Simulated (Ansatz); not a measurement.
System: LiH (rock salt type), 2 atoms in the cell.

```yaml
crystal:
  lattice:
    - [0.00000, 2.01000, 2.01000]
    - [2.01000, 0.00000, 2.01000]
    - [2.01000, 2.01000, 0.00000]
  atoms:
    - { symbol: Li, position: [0.00000, 0.00000, 0.00000] }
    - { symbol: H, position: [0.50000, 0.50000, 0.50000] }
```
Lattice in Å, positions in fractions of it.

All numbers below come from PBE, plane waves, PAW datasets (generated hard set) in Ansatz.

Cutoff 700 eV; k-mesh 8×8×8 Γ-centred; Fermi–Dirac smearing of 0.1 eV; no spin polarisation.

Problem. How large is the gap on this mesh, is it direct, and where do the band edges lie (fractions of the reciprocal vectors of this cell)?

Solution. 2.99 eV, direct at (0.000, -0.500, -0.500).

Problem. List the levels near the gap at (0.000, 0.000, 0.000), (0.000, 0.000, 0.375), (0.000, 0.125, 0.125), (0.000, 0.125, 0.375), (0.000, 0.125, -0.250), (0.000, -0.500, -0.500), in eV from the top of the valence band (v1 is the highest filled band, c1 the lowest empty one).

Solution. 
```
                      k      v2     v1     c1     c2     c3
  (0.000, 0.000, 0.000)  -44.27  -5.40  15.98  17.79  17.79
  (0.000, 0.000, 0.375)  -44.23  -3.25   6.31  13.95  16.35
  (0.000, 0.125, 0.125)  -44.26  -5.03  14.18  15.58  15.58
  (0.000, 0.125, 0.375)  -44.24  -3.33   7.34  12.39  14.07
 (0.000, 0.125, -0.250)  -44.24  -3.73   8.55  11.69  15.89
(0.000, -0.500, -0.500)  -44.21   0.00   2.99  10.77  10.77
```

A gap read on the mesh is an upper bound of this method's gap, since the mesh can miss a band edge. Semilocal functionals give gaps that mostly lie well below measured ones.
